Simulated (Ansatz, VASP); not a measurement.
## One calculation of CaSe, two programs

Contents of INCAR:

```
SYSTEM = CaSe
ALGO = Normal ; EDIFF = 1E-7
ENCUT = 520 ; GGA = PE
ISIF = 2 ; ISMEAR = 0
LASPH = .True. ; LCHARG = .False.
LREAL = .False. ; LWAVE = .False.
NBANDS = 15 ; NELM = 60
PREC = Accurate ; SIGMA = 0.02
```

File KPOINTS:

```
k-points
0
Gamma
  6 6 6
  0 0 0
```

The input POSCAR:

```
CaSe
1.0
    0.0000000000      3.1690890000      3.1690890000
    3.1690890000      0.0000000000      3.1690890000
    3.1690890000      3.1690890000      0.0000000000
Ca Se
1 1
Direct
    0.0000000000      0.0000000000      0.0000000000
    0.7500000000      0.7500000000      0.7500000000
```

Input for Ansatz:

```yaml
crystal:
  lattice:
    - [0.0, 3.169089, 3.169089]
    - [3.169089, 0.0, 3.169089]
    - [3.169089, 3.169089, 0.0]
  atoms:
    - { symbol: Ca, position: [0.0, 0.0, 0.0] }
    - { symbol: Se, position: [0.75, 0.75, 0.75] }
basis:
  ecutwfc: 420
kpoints:
  mp_grid: { grid: [6, 6, 6] }
hamiltonian:
  xc: pbe
scf:
  occupations: { method: gaussian, width: 0.02 }
output:
  forces: true
  stress: true
  eigenvalues: true
```

Alike in both runs: task single point; functional PBE; k mesh 6 × 6 × 6; occupations gaussian, width 0.02 eV; no spin polarisation.

|  | VASP | Ansatz |
| --- | --- | --- |
| version | VASP 6.6.1 | Ansatz 0.2.0 |
| potentials or method | VASP PAW PBE potentials, release 64 (Ca_sv, Se) | scalar-relativistic, plane waves, PAW |
| plane-wave cutoff (eV) | 520 | 420 |
| valence electrons in the cell | 16 | 26 |

|  | VASP | Ansatz | Ansatz less VASP |
| --- | --- | --- | --- |
| gap on the k mesh at the Fermi level (eV) | 3.52 | 3.52 | +0.002 |
| least direct gap on the mesh (eV) | 3.54 | 3.55 | +0.006 |
| pressure (GPa) | 4.9 | 4.8 | -0.16 |

The functional is the same, so the differences come from potentials, cutoffs and numerics. The two sets of potentials don't hold the same shells in valence.

A k mesh can miss the band edges.
